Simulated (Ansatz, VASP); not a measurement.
## Tl in VASP and in Ansatz

File INCAR:

```
ALGO = Normal
EDIFF = 1E-8
ENCUT = 520
GGA = PE
ISIF = 2
ISMEAR = -1
LASPH = True
LCHARG = False
LEFG = True
LREAL = False
LWAVE = False
NBANDS = 12
NELM = 80
PREC = Accurate
SIGMA = 0.05
```

KPOINTS

```
k-points
0
Gamma
  6 6 6
```

The input POSCAR:

```
Tl
1.0
   -1.9410000000      1.9410000000      1.9410000000
    1.9410000000     -1.9410000000      1.9410000000
    1.9410000000      1.9410000000     -1.9410000000
Tl
1
Direct
    0.0000000000      0.0000000000      0.0000000000
```

Input for Ansatz:

```yaml
crystal:
  lattice:
    - [-1.941, 1.941, 1.941]
    - [1.941, -1.941, 1.941]
    - [1.941, 1.941, -1.941]
  atoms:
    - { symbol: Tl, position: [0.0, 0.0, 0.0] }
kpoints:
  mp_grid: { grid: [6, 6, 6] }
scf:
  occupations: { method: fermi_dirac, width: 0.05 }
hamiltonian:
  xc: pbe
  pseudopotentials: { kind: paw }
output:
  forces: true
  stress: true
  eigenvalues: true
  efg: { contact_densities: true }
```

Alike in both runs: task electric field gradients; functional PBE; k mesh 6 × 6 × 6; occupations fermi-dirac, width 0.05 eV; no spin polarisation.

```csv
,VASP,Ansatz
version,VASP 6.6.1,Ansatz 0.2.0
potentials or method,"VASP PAW PBE potentials, release 64 (Tl_d)","PAW with Ansatz's default frozen-core files, scalar-relativistic"
plane-wave cutoff (eV),520,420
valence electrons in the cell,13,13
```

```csv
,VASP,Ansatz,Ansatz less VASP
pressure (GPa),2.3,2.4,+0.06
Vzz of the field gradient on the site that differs most (V/Å²),0.0,0.0,0.00
```

Ansatz warned: «gradients_without_spin_orbit».

Caveats: the k mesh is coarse (spacing up to 0.38 Å⁻¹), so the values aren't converged. The runs have no spin-orbit coupling, so splittings on Tl are missing.
